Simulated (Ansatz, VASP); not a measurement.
H3CCl in VASP and in Ansatz

```
C Cl H
1.0
     8.20313    0.00000    0.00000
     0.00000    8.20313    0.00000
     0.00000    0.00000    8.20313
C Cl H
6 6 18
Direct
  0.23768 0.00002 0.62318
  0.66526 0.54605 0.10196
  0.28044 0.20992 0.27460
  0.00169 0.49367 0.81493
  0.77462 0.91123 0.58591
  0.24087 0.66062 0.25652
  0.24387 0.87942 0.80467
  0.74425 0.49639 0.29918
  0.14229 0.07502 0.17397
  0.81410 0.50768 0.70157
  0.79103 0.11316 0.66995
  0.22080 0.59205 0.46136
  0.25525 0.12742 0.65922
  0.33544 0.95984 0.54166
  0.11956 0.98589 0.56317
  0.60021 0.66247 0.10874
  0.76793 0.55613 0.01818
  0.58433 0.44798 0.06142
  0.30881 0.30938 0.19064
  0.22099 0.25840 0.38347
  0.39215 0.14401 0.30669
  0.10519 0.52188 0.73443
  0.99955 0.58420 0.91364
  0.00916 0.36914 0.86254
  0.78657 0.91883 0.45286
  0.87062 0.83274 0.63647
  0.65495 0.86182 0.61940
  0.11838 0.67313 0.20459
  0.30151 0.77918 0.25825
  0.31346 0.57030 0.19059
```

Alike in both runs: functional PBE; k mesh 1 × 1 × 1; occupations fermi-dirac, width 0.02 eV; no spin polarisation.

Ansatz relaxed the structure, and its values are those at the end. VASP's run is a single point on that final structure, the one shown.

```csv
,VASP,Ansatz
version,VASP 6.6.1,Ansatz 0.2.0
potentials or method,"VASP PAW PBE potentials, release 64 (C, Cl, H)","scalar-relativistic, plane waves, PAW"
plane-wave cutoff (eV),520,420
valence electrons in the cell,84,84
```

```csv
,VASP,Ansatz,Ansatz less VASP
gap on the k mesh at the Fermi level (eV),5.35,5.33,-0.014
rms of the force components (eV/Å),0.071,0.074,+0.0025
```

With one functional, cell and mesh, what is left measures potentials, basis and numerics. Ansatz warned: «xc_potential_rough_in_thin_density».

Expect the measured gap to be larger: semilocal functionals such as PBE lack the derivative discontinuity.
